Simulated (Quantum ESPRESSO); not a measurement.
# 2H-WS2, 2 layers, AA' stacking, stepped through the share of short-range exact exchange, part 2 of 3

What law, if any, do the results for 2H-WS2, 2 layers, AA' stacking follow against the share of short-range exact exchange?

Quantum ESPRESSO 7.5; plane-wave DFT, PBE, SG15 norm-conserving pseudopotentials.

So far. Step 2 (Relaxing cell and ions of the reference):  The last row is no step: it is a fresh SCF in the final cell with a new plane-wave basis, +2 meV from the row before.

## 3. SCF with pw.x, 0

The self-consistent run of this member.

Level of this step: plane-wave DFT, PBE, SG15 norm-conserving pseudopotentials (Quantum ESPRESSO 7.5).

m0.scf.in reads:

```
&control
  prefix = 'm0.scf'
  outdir = './out'
  pseudo_dir = './pseudo'
  calculation = 'scf'
  tprnfor = .true.
/
&system
  ibrav = 0
  nat = 6
  ntyp = 2
  ecutwfc = 60
  ecutrho = 240
  occupations = 'fixed'
  nbnd = 43
/
&electrons
  conv_thr = 1e-08
  mixing_beta = 0.6
  electron_maxstep = 120
/
ATOMIC_SPECIES
  S   32.0600  S_ONCV_PBE-1.2.upf
  W   183.8400  W_ONCV_PBE-1.2.upf
CELL_PARAMETERS angstrom
  3.15874254800000 0.00000000000000 0.00000000000000
  -1.57937127400000 2.73555129100000 0.00000000000000
  0.00000000000000 0.00000000000000 25.15124046500000
ATOMIC_POSITIONS crystal
  S   0.333333333300 0.666666666700 0.315602651800
  W   0.000000000000 0.000000000000 0.378318583800
  S   0.333333333300 0.666666666700 0.440973302000
  S   0.000000000000 0.000000000000 0.559026698000
  W   0.333333333300 0.666666666700 0.621681416200
  S   0.000000000000 0.000000000000 0.684397348200
K_POINTS automatic
  9 9 1 0 0 0
```

The run is started by

```
$ OMP_NUM_THREADS=1 mpirun -n 8 pw.x -nk 4 -in m0.scf.in > m0.scf.out
```

Output:

```text
[banner, memory and clock lines left out]
Program PWSCF v.7.5 starts
[citation notice left out]

[...]
Message from routine setup:
[...]
bravais-lattice index     =            0
     lattice parameter (alat)  =       5.9692  a.u.
     unit-cell volume          =    1466.6116 (a.u.)^3
     number of atoms/cell      =            6
     number of atomic types    =            2
     number of electrons       =        80.00
     number of Kohn-Sham states=           43
     kinetic-energy cutoff     =      60.0000  Ry
     charge density cutoff     =     240.0000  Ry
     scf convergence threshold =      1.0E-08
     mixing beta               =       0.6000
     number of iterations used =            8  plain     mixing
     Exchange-correlation= PBE
                           (   1   4   3   4   0   0   0)

[...]
PseudoPot. # 1 for S  read from file:
     ./pseudo/S_ONCV_PBE-1.2.upf
     Pseudo is Norm-conserving, Zval =  6.0
     Generated using ONCVPSP code by D. R. Hamann
     Using radial grid of  602 points,  4 beta functions with:
                l(1) =   0
                l(2) =   0
                l(3) =   1
                l(4) =   1

     PseudoPot. # 2 for W  read from file:
     ./pseudo/W_ONCV_PBE-1.2.upf
     Pseudo is Norm-conserving, Zval = 28.0
     Generated using ONCVPSP code by D. R. Hamann
     Using radial grid of  602 points,  8 beta functions with:
                l(1) =   0
                l(2) =   0
                l(3) =   1
                l(4) =   1
                l(5) =   2
                l(6) =   2
                l(7) =   3
                l(8) =   3

     atomic species   valence    mass     pseudopotential
     S                 6.00    32.06000     S ( 1.00)
     W                28.00   183.84000     W ( 1.00)

     12 Sym. Ops., with inversion, found ( 6 have fractional translation)

[...]
number of k points=    12
[...]
Dense  grid:    92017 G-vectors     FFT dimensions: (  30,  30, 240)

     Initial potential from superposition of free atoms

     starting charge      79.8246, renormalised to      80.0000

     negative rho (up, down):  1.193E-04 0.000E+00
     Starting wfcs are random

     per-process dynamical memory:    46.5 Mb

     Self-consistent Calculation

     iteration #  1     ecut=    60.00 Ry     beta= 0.60
     Davidson diagonalization with overlap
     ethr =  1.00E-02,  avg # of iterations = 14.2

     Threshold (ethr) on eigenvalues was too large:
     Diagonalizing with lowered threshold

     Davidson diagonalization with overlap
     ethr =  4.92E-04,  avg # of iterations =  2.3

     negative rho (up, down):  2.251E-06 0.000E+00

     total energy              =   -1169.92431645 Ry
     estimated scf accuracy    <       0.36232080 Ry

     iteration #  2     ecut=    60.00 Ry     beta= 0.60
[...]
negative rho (up, down):  7.391E-07 0.000E+00

[...]
total energy              =   -1169.89735729 Ry
     estimated scf accuracy    <       1.08947720 Ry

     iteration #  3     ecut=    60.00 Ry     beta= 0.60
[...]
negative rho (up, down):  6.567E-08 0.000E+00

[...]
total energy              =   -1170.08239801 Ry
     estimated scf accuracy    <       0.05067455 Ry

     iteration #  4     ecut=    60.00 Ry     beta= 0.60
[...]
negative rho (up, down):  3.135E-08 0.000E+00

[...]
total energy              =   -1170.08485173 Ry
     estimated scf accuracy    <       0.04921145 Ry

     iteration #  5     ecut=    60.00 Ry     beta= 0.60
[...]
total energy              =   -1170.09187072 Ry
     estimated scf accuracy    <       0.00379347 Ry

     iteration #  6     ecut=    60.00 Ry     beta= 0.60
[...]
total energy              =   -1170.09200063 Ry
     estimated scf accuracy    <       0.00090796 Ry

[...]
iteration #  9     ecut=    60.00 Ry     beta= 0.60
[...]
total energy              =   -1170.09211611 Ry
     estimated scf accuracy    <       0.00000020 Ry

     iteration # 10     ecut=    60.00 Ry     beta= 0.60
[...]
total energy              =   -1170.09211614 Ry
     estimated scf accuracy    <       0.00000086 Ry

     iteration # 11     ecut=    60.00 Ry     beta= 0.60
[...]
total energy              =   -1170.09211623 Ry
     estimated scf accuracy    <       0.00000001 Ry

     iteration # 12     ecut=    60.00 Ry     beta= 0.60
[...]
End of self-consistent calculation

          k = 0.0000 0.0000 0.0000 ( 11583 PWs)   bands (ev):

   -69.6010 -69.6010 -33.8702 -33.8702 -33.6902 -33.6902 -33.6902 -33.6902
   -23.7830 -23.7830 -23.7830 -23.7830 -23.7802 -23.7802 -23.7582 -23.7582
   -23.7195 -23.7195 -23.7195 -23.7195 -23.6954 -23.6954 -10.4989 -10.3660
    -8.9221  -8.6858  -2.3262  -1.7556   1.6032   1.6032   1.6117   1.6117
     1.6668   2.7858   2.8376   2.8376   2.8680   2.8680   4.1057   4.8225
     7.3369   7.3405   7.3538

          k = 0.0000 0.1283 0.0000 ( 11565 PWs)   bands (ev):

   -69.5989 -69.5989 -33.8625 -33.8624 -33.7330 -33.7330 -33.7001 -33.7001
   -23.7832 -23.7832 -23.7824 -23.7824 -23.7788 -23.7788 -23.7598 -23.7598
   -23.7203 -23.7203 -23.7197 -23.7197 -23.6948 -23.6948 -10.2926 -10.1597
    -8.8371  -8.6136  -2.0830  -1.5127   1.0829   1.1019   1.2918   1.8006
     1.8156   1.9443   2.5231   2.5577   2.9048   3.2517   4.0577   4.5295
     7.0130   7.1310   7.2127

[...]
highest occupied, lowest unoccupied level (ev):     4.8225    6.2993

!    total energy              =   -1170.09211623 Ry
     estimated scf accuracy    <          8.7E-09 Ry

     The total energy is the sum of the following terms:
     one-electron contribution =   -7268.34509022 Ry
     hartree contribution      =    3650.67062493 Ry
     xc contribution           =    -103.35580244 Ry
     ewald contribution        =    2550.93815149 Ry

     convergence has been achieved in  12 iterations

     Forces acting on atoms (cartesian axes, Ry/au):

     atom    1 type  1   force =     0.00000000   -0.00000000   -0.00486382
     atom    2 type  2   force =     0.00000000    0.00000000   -0.00274767
     atom    3 type  1   force =     0.00000000   -0.00000000   -0.00008880
     atom    4 type  1   force =     0.00000000    0.00000000    0.00008880
     atom    5 type  2   force =    -0.00000000   -0.00000000    0.00274767
     atom    6 type  1   force =     0.00000000   -0.00000000    0.00486382

     Total force =     0.007901     Total SCF correction =     0.000748

[...]
```

Elapsed: 21 s, on 8 MPI ranks of Arm Neoverse V2, shared host; peak memory 0.79 GiB.

Numbers from this step:

```
free energy                          : -15919.9143 eV
valence top, on the run's zero       : 4.823 eV
conduction bottom, on the run's zero : 6.299 eV
gap by band count                    : 1.477 eV
```

## 4. Potential by pp.x, 0

plot_num = 11 writes the bare and Hartree potential, from which vacuum levels or, in a crystal, the mean potential are read.

m0.pot.in reads:

```
&inputpp
  prefix = 'm0.scf'
  outdir = './out'
  filplot = 'm0.pot.dat'
  plot_num = 11
/
```

The run is started by

```
$ OMP_NUM_THREADS=1 mpirun -n 8 pp.x -in m0.pot.in > m0.pot.out
```

Output:

```text
[banner, memory and clock lines left out]
Program POST-PROC v.7.5 starts

          URL

     ./out/m0.scf.save/

     IMPORTANT: XC functional enforced from input :
     Exchange-correlation= PBE
                           (   1   4   3   4   0   0   0)
     Any further DFT definition will be discarded
     Please, verify this is what you really want

     Calling punch_plot, plot_num =  11
     Writing data to file  m0.pot.dat
     Message from routine chdens:
     namelist plot not found or invalid, exiting
```

It took 0.69 s on 8 MPI ranks; peak memory 0.09 GiB.

This step gave:

```
potential in the middle of the vacuum, over the valence top : 5.285 eV
```

The potential energy, planar mean oscillates, so the rows of the table below give means over windows of 1 Å about each position, cut where the curve ends. Its maxima inside the range that stand out by 2 % of the span (Å: eV): 8.7: -6.56, 10.4: -6.51, 12.6: 4.34, 14.8: -6.51, 16.5: -6.56. Its minima: 8.0: -24.0, 9.5: -26.0, 11.1: -24.0, 14.0: -24.0, 15.6: -26.0, 17.2: -24.0.

Electrostatic potential energy of an electron; zero at the highest filled level of the SCF mesh. The potential energy, planar mean by z; means over each step:

| z (Å) | potential energy, planar mean (eV) |
| --- | --- |
| 0 | 5.28 |
| 1 | 5.28 |
| 2 | 5.28 |
| 3 | 5.28 |
| 4 | 5.28 |
| 5 | 5.28 |
| 6 | 5.11 |
| 7 | 1.39 |
| 8 | -15.9 |
| 9 | -14.1 |
| 10 | -14.7 |
| 11 | -15.9 |
| 12 | 0.920 |
| 13 | 2.41 |
| 14 | -15.5 |
| 15 | -12.1 |
| 16 | -16.9 |
| 17 | -15.5 |
| 18 | -0.759 |
| 19 | 5.01 |
| 20 | 5.27 |
| 21 | 5.28 |
| 22 | 5.28 |
| 23 | 5.28 |
| 24 | 5.28 |
| 25 | 5.28 |

## 5. Self-consistent run, 0.125

Level of this step: plane-wave DFT, screened hybrid with 0.125 exact exchange, SG15 norm-conserving pseudopotentials (Quantum ESPRESSO 7.5). input_dft overrides the functional of the files.

m1.scf.in, as its differences from the input of step 3:

```diff
@@ -1,3 +1,3 @@
 &control
-  prefix = 'm0.scf'
+  prefix = 'm1.scf'
   outdir = './out'
@@ -15,2 +15,8 @@
   nbnd = 43
+  input_dft = 'hse'
+  exx_fraction = 0.125
+  nqx1 = 3
+  nqx2 = 3
+  nqx3 = 1
+  ecutfock = 60
 /
```

The run is started by

```
$ OMP_NUM_THREADS=1 mpirun -n 8 pw.x -nk 4 -in m1.scf.in > m1.scf.out
```

Output:

```text
[banner, memory and clock lines left out]
Program PWSCF v.7.5 starts
[...]
Message from routine setup:
[...]
number of electrons       =        80.00
     number of Kohn-Sham states=           43
     kinetic-energy cutoff     =      60.0000  Ry
     charge density cutoff     =     240.0000  Ry
[...]
number of k points=    12
[...]
Dense  grid:    92017 G-vectors     FFT dimensions: (  30,  30, 240)
[...]
negative rho (up, down):  1.193E-04 0.000E+00
     Starting wfcs are random
[...]
negative rho (up, down):  2.251E-06 0.000E+00
[...]
estimated scf accuracy    <       0.36232080 Ry
[...]
negative rho (up, down):  7.391E-07 0.000E+00
[...]
estimated scf accuracy    <       1.08947720 Ry
[...]
negative rho (up, down):  6.567E-08 0.000E+00
[...]
estimated scf accuracy    <       0.05067455 Ry
[...]
negative rho (up, down):  3.135E-08 0.000E+00
[...]
estimated scf accuracy    <       0.04921145 Ry
[...]
estimated scf accuracy    <       0.00379347 Ry
[...]
estimated scf accuracy    <       0.00090796 Ry
[...]
estimated scf accuracy    <       0.00002720 Ry
[...]
estimated scf accuracy    <       0.00003111 Ry
[...]
estimated scf accuracy    <       0.00000020 Ry
[...]
estimated scf accuracy    <       0.00000086 Ry
[...]
estimated scf accuracy    <       0.00000001 Ry
[...]
highest occupied, lowest unoccupied level (ev):     4.8225    6.2993
!    total energy              =   -1170.09211623 Ry
     estimated scf accuracy    <          8.7E-09 Ry
     convergence has been achieved in  12 iterations
[...]
estimated scf accuracy    <       0.00922157 Ry
[...]
estimated scf accuracy    <       0.03542816 Ry
[...]
estimated scf accuracy    <       0.00007972 Ry
[...]
estimated scf accuracy    <       0.00053427 Ry
[...]
estimated scf accuracy    <       0.00004248 Ry
[...]
estimated scf accuracy    <       0.00000182 Ry
[...]
estimated scf accuracy    <       0.00000094 Ry
[...]
estimated scf accuracy    <       0.00000025 Ry
[...]
highest occupied, lowest unoccupied level (ev):     4.5515    6.2875
!    total energy              =   -1168.86744032 Ry
     estimated scf accuracy    <          8.9E-09 Ry
     convergence has been achieved in   9 iterations
[...]
estimated scf accuracy    <       0.00006636 Ry
[...]
estimated scf accuracy    <       0.00021924 Ry
[...]
estimated scf accuracy    <       0.00000326 Ry
[...]
estimated scf accuracy    <       0.00001456 Ry
[...]
estimated scf accuracy    <       0.00000019 Ry
[...]
estimated scf accuracy    <       0.00000003 Ry
[...]
highest occupied, lowest unoccupied level (ev):     4.5519    6.2921
!    total energy              =   -1168.86780327 Ry
     estimated scf accuracy    <          1.2E-09 Ry
     convergence has been achieved in   7 iterations
[...]
estimated scf accuracy    <       0.00000133 Ry
[...]
estimated scf accuracy    <       0.00000435 Ry
[...]
estimated scf accuracy    <       0.00000013 Ry
[...]
estimated scf accuracy    <       0.00000034 Ry
[...]
highest occupied, lowest unoccupied level (ev):     4.5521    6.2927
!    total energy              =   -1168.86781121 Ry
     estimated scf accuracy    <          3.8E-09 Ry
     convergence has been achieved in   5 iterations
[...]
estimated scf accuracy    <       0.00000002 Ry
[...]
estimated scf accuracy    <       0.00000010 Ry
[...]
estimated scf accuracy    <       0.00000001 Ry
[...]
highest occupied, lowest unoccupied level (ev):     4.5522    6.2930
!    total energy              =   -1168.86781172 Ry
     estimated scf accuracy    <          2.1E-09 Ry
     convergence has been achieved in   4 iterations
[...]
estimated scf accuracy    <       0.00000004 Ry
[...]
estimated scf accuracy    <       0.00000037 Ry
[...]
estimated scf accuracy    <       0.00000003 Ry
[...]
highest occupied, lowest unoccupied level (ev):     4.5522    6.2929
!    total energy              =   -1168.86781178 Ry
     estimated scf accuracy    <          2.5E-10 Ry
     convergence has been achieved in   4 iterations
[...]
!!   total energy              =   -1168.86781178 Ry
[...]
Total force =     0.029545     Total SCF correction =     0.000220
[...]
```

Wall time 3.8 min (8 MPI ranks); peak memory 8.7 GiB; 31 min of CPU time.

Read from the output:

| Property | Result |
| --- | --- |
| free energy | -15903.2567 eV |
| valence top, on the run's zero | 4.552 eV |
| conduction bottom, on the run's zero | 6.293 eV |
| gap by band count | 1.741 eV |

## 6. Ground state, 0.25

Level of this step: plane-wave DFT, HSE06, SG15 norm-conserving pseudopotentials (Quantum ESPRESSO 7.5). input_dft overrides the functional of the files.

m2.scf.in, as its differences from the input of step 5:

```diff
@@ -1,3 +1,3 @@
 &control
-  prefix = 'm1.scf'
+  prefix = 'm2.scf'
   outdir = './out'
@@ -16,3 +16,3 @@
   input_dft = 'hse'
-  exx_fraction = 0.125
+  exx_fraction = 0.25
   nqx1 = 3
```

The run is started by

```
$ OMP_NUM_THREADS=1 mpirun -n 8 pw.x -nk 4 -in m2.scf.in > m2.scf.out
```

Output:

```text
[banner, memory and clock lines left out]
Program PWSCF v.7.5 starts
[...]
Message from routine setup:
[...]
number of electrons       =        80.00
     number of Kohn-Sham states=           43
     kinetic-energy cutoff     =      60.0000  Ry
     charge density cutoff     =     240.0000  Ry
[...]
number of k points=    12
[...]
Dense  grid:    92017 G-vectors     FFT dimensions: (  30,  30, 240)
[...]
negative rho (up, down):  1.193E-04 0.000E+00
     Starting wfcs are random
[...]
negative rho (up, down):  2.251E-06 0.000E+00
[...]
estimated scf accuracy    <       0.36232080 Ry
[...]
negative rho (up, down):  7.391E-07 0.000E+00
[...]
estimated scf accuracy    <       1.08947720 Ry
[...]
negative rho (up, down):  6.567E-08 0.000E+00
[...]
estimated scf accuracy    <       0.05067455 Ry
[...]
negative rho (up, down):  3.135E-08 0.000E+00
[...]
estimated scf accuracy    <       0.04921145 Ry
[...]
estimated scf accuracy    <       0.00379347 Ry
[...]
estimated scf accuracy    <       0.00090796 Ry
[...]
estimated scf accuracy    <       0.00002720 Ry
[...]
estimated scf accuracy    <       0.00003111 Ry
[...]
estimated scf accuracy    <       0.00000020 Ry
[...]
estimated scf accuracy    <       0.00000086 Ry
[...]
estimated scf accuracy    <       0.00000001 Ry
[...]
highest occupied, lowest unoccupied level (ev):     4.8225    6.2993
!    total energy              =   -1170.09211623 Ry
     estimated scf accuracy    <          8.7E-09 Ry
     convergence has been achieved in  12 iterations
[...]
estimated scf accuracy    <       0.00000008 Ry
[...]
estimated scf accuracy    <       0.00000058 Ry
[...]
estimated scf accuracy    <       0.00000002 Ry
[...]
highest occupied, lowest unoccupied level (ev):     4.2687    6.2864
!    total energy              =   -1167.65369528 Ry
     estimated scf accuracy    <          1.2E-09 Ry
     convergence has been achieved in   4 iterations
[...]
estimated scf accuracy    <       0.00000002 Ry
[...]
estimated scf accuracy    <       0.00000006 Ry
[...]
highest occupied, lowest unoccupied level (ev):     4.2688    6.2865
!    total energy              =   -1167.65369546 Ry
     estimated scf accuracy    <          5.7E-09 Ry
     convergence has been achieved in   3 iterations
[...]
estimated scf accuracy    <       0.00000025 Ry
[...]
estimated scf accuracy    <       0.00000338 Ry
[...]
highest occupied, lowest unoccupied level (ev):     4.2687    6.2864
!    total energy              =   -1167.65369550 Ry
     estimated scf accuracy    <          4.9E-09 Ry
     convergence has been achieved in   3 iterations
[...]
!!   total energy              =   -1167.65369551 Ry
[...]
Total force =     0.063903     Total SCF correction =     0.000416
[...]
```

Elapsed: 5.9 min, on 8 MPI ranks; peak memory 8.7 GiB; 47 min of CPU time.

Read from the output:

- free energy: -15886.7379 eV
- valence top, on the run's zero: 4.269 eV
- conduction bottom, on the run's zero: 6.286 eV
- gap by band count: 2.018 eV

(Continued in part 3 of 3.)

[Logs are printed without paths, hosts, clocks, repeated set-up lines and the standing remarks that a program may print on its own settings, such as how far it seeks lower states.]

[Hosts, paths, dates, database ids (printed as entryN), source tags and the programs' standing remarks are cut or masked in the printed files.]

[Maps of the electrostatic potential energy from Ansatz leave out the sawtooth potential of an applied field or a dipole correction, so their vacuum need not be flat; planar profiles and work functions include it.]
